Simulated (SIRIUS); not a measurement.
The system is MgB2.

```
CELL_PARAMETERS angstrom
3.08500 0.00000 0.00000
-1.54250 2.67169 0.00000
0.00000 0.00000 3.52300
ATOMIC_POSITIONS crystal
Mg 0.00000 0.00000 0.00000
B 0.66667 0.33333 0.50000
B 0.33333 0.66667 0.50000
```

Base run:

| Item | Value |
| --- | --- |
| Program | SIRIUS 7.10.0 |
| Functional | PBE |
| Potentials or basis | SG15 1.2 PBE (norm-conserving) |
| Cutoff | 1152 eV |
| Density cutoff | 4606 eV |
| k mesh | 10 × 10 × 8 |
| Occupations | fermi-dirac, width 0.05 eV |
| Spin | no spin polarisation |

Its results: band gap on the k mesh none (metal or under the smearing width); pressure -1.7 GPa.

Task: The run is repeated on the same cell with these changes: potentials or basis from SG15 1.2 PBE (norm-conserving) to in-house norm-conserving set, PBE (scalar relativistic). What comes out?

Result: Band gap on the k mesh none (metal or under the smearing width); pressure -0.9 GPa.
